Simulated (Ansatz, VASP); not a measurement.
## One calculation of SiGe, two programs

```xyz
4
Lattice="4.0215 0.0000 0.0000 -2.0108 3.4827 0.0000 0.0000 0.0000 6.6473" Properties=species:S:1:pos:R:3 pbc="T T T"
Si    2.0108    1.1609    5.8128
Si    0.0000    2.3218    2.4892
Ge    2.0108    1.1609    3.3272
Ge    0.0000    2.3218    0.0035
```

Change from the starting cell: strain +0.030 along x and y, +0.030 along z, atoms carried along.

Alike in both runs: task single point; functional r2SCAN; k mesh 12 × 12 × 4; occupations gaussian, width 0.05 eV; no spin polarisation.

|  | VASP | Ansatz |
| --- | --- | --- |
| version | VASP 6.6.1 | Ansatz 0.2.0 |
| potentials or method | VASP PAW PBE potentials, release 64 (Si, Ge_d) | scalar-relativistic, plane waves, PAW |
| plane-wave cutoff (eV) | 520 | 500 |
| valence electrons in the cell | 36 | 36 |

```csv
,VASP,Ansatz,Ansatz less VASP
gap on the k mesh at the Fermi level (eV),0.52,0.52,+0.006
least direct gap on the mesh (eV),0.52,0.52,+0.006
pressure (GPa),-6.2,-6.1,+0.04
rms of the force components (eV/Å),0.017,0.019,+0.0027
```

Atom by atom the forces differ by 0.003 eV/Å (rms over components).

Caveats: the PAW data sets were made with another functional, which shifts forces and pressure a little (VASP). A k mesh can miss the band edges.
